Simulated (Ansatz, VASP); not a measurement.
PbS: VASP beside Ansatz

```
Pb S
1.0
     4.08970    0.00000    0.00000
    -2.04485    3.54178    0.00000
     0.00000    0.00000    3.78817
Pb S
1 1
Direct
  0.00000 0.00000 0.00000
  0.66667 0.33333 0.50000
```

Alike in both runs: task single point; functional PBE; dispersion D3(BJ); k mesh 6 × 6 × 4; no spin polarisation.

|  | VASP | Ansatz |
| --- | --- | --- |
| version | VASP 6.6.1 | Ansatz 0.2.0 |
| potentials or method | VASP PAW PBE potentials, release 64 (Pb_d, S) | scalar-relativistic, plane waves, PAW |
| plane-wave cutoff (eV) | 520 | 420 |
| occupations | fermi-dirac, width 0.1 eV | fermi-dirac |
| valence electrons in the cell | 20 | 20 |

|  | VASP | Ansatz | Ansatz less VASP |
| --- | --- | --- | --- |
| gap on the k mesh at the Fermi level (eV) | none | none | - |
| pressure (GPa) | -2.4 | -2.3 | +0.06 |
| largest component of the traceless stress (GPa) | 0.80 | 0.81 | +0.009 |

A gap of «none» marks a metal or a gap that the smearing closes.

Caveats: the k mesh is coarse (spacing up to 0.41 Å⁻¹), so the values aren't converged; pairwise dispersion overbinds metals, which lowers pressure and volume. The runs have no spin-orbit coupling, so splittings on Pb are missing.
